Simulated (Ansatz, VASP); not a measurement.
**One calculation of Pd, two programs**

File INCAR:

```
SYSTEM = Pd
ALGO = Normal ; EDIFF = 1E-7
ENCUT = 520 ; GGA = PE
ISIF = 2 ; ISMEAR = -1
LASPH = .True. ; LCHARG = .True.
LELF = .True. ; LREAL = .False.
LVHAR = .True. ; LWAVE = .False.
NBANDS = 11 ; NELM = 80
PREC = Accurate ; SIGMA = 0.08
```

KPOINTS

```
k-points
0
Gamma
  15 15 15
  0 0 0
```

Contents of POSCAR:

```
Pd
1.0
    2.2649005156      0.0000000000      0.0000000000
    0.0000000000      2.2649005156      0.0000000000
    0.0000000000      0.0000000000      2.2649005156
Pd
1
Direct
    0.0000000000      0.0000000000      0.0000000000
```

Input for Ansatz:

```yaml
crystal:
  lattice:
    - [2.2649005156, 0.0, 0.0]
    - [0.0, 2.2649005156, 0.0]
    - [0.0, 0.0, 2.2649005156]
  atoms:
    - { symbol: Pd, position: [0.0, 0.0, 0.0] }
kpoints:
  mp_grid: { grid: [15, 15, 15] }
scf:
  occupations: { method: fermi_dirac, width: 0.08 }
hamiltonian:
  xc: pbe
  pseudopotentials: { kind: all_electron, lapw: { basis_error: 0.001 } }
output:
  forces: true
  stress: true
  eigenvalues: true
  populations: true
```

Change from the starting cell: volume scaled by 0.65, LAPW.

Alike in both runs: task single point; functional PBE; k mesh 15 × 15 × 15; occupations fermi-dirac, width 0.08 eV; no spin polarisation.

|  | VASP | Ansatz |
| --- | --- | --- |
| version | VASP 6.6.1 | Ansatz 0.2.0 |
| potentials or method | VASP PAW PBE potentials, release 64 (Pd) | all-electron LAPW, scalar-relativistic |
| plane-wave cutoff (eV) | 520 | see its input |

Ansatz gave:

- pressure (GPa): 162.7

Question: What did VASP give for the same quantities?

Answer: Pressure (GPa): 159.2.

Ansatz ran all-electron here, so the differences hold the error of VASP's frozen core and of both bases.

Caveats: the cell as given lies far from equilibrium; so large a pressure means that the cell lies far from this level's equilibrium, or that cutoff or potentials fall short (VASP).
